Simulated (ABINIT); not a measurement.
## BP in ABINIT: the effect of functional

BP:

```
P B
1.0
     0.00000    2.26900    2.26900
     2.26900    0.00000    2.26900
     2.26900    2.26900    0.00000
P B
1 1
Direct
  0.75000 0.75000 0.75000
  0.00000 0.00000 0.00000
```

Alike in all runs:

| Property | Result |
| --- | --- |
| Program | ABINIT 10.8.3 (patched build) |
| Task | single point |
| Potentials or basis | JTH PAW PBE v2.0 |
| Cutoff | 653 eV |
| k mesh | 10 × 10 × 10 |
| Occupations | fermi-dirac, width 0.05 eV |
| Spin | no spin polarisation |

| functional | gap on the mesh (eV) | pressure (GPa) |
| --- | --- | --- |
| PBE | 1.24 | 1.1 |
| LDA | ? | ? |
| PBEsol | 1.13 | -1.7 |
| RPBE | 1.25 | 3.7 |
| BLYP | 1.53 | 6.1 |
| AM05 | 1.15 | -2.0 |
| r2SCAN | 1.45 | -0.4 |
| SCAN | 1.55 | -1.6 |
| revPBE | 1.25 | 3.1 |
| PW91 | 1.28 | 1.0 |
| WC | 1.16 | -1.7 |

Problem. What does the run with functional LDA give?

Solution. gap on the mesh 1.20 eV; pressure -4.5 GPa.

Caveats: the PAW data sets were made with another functional, which shifts forces and pressure a little (some runs).

A k mesh can miss the band edges.
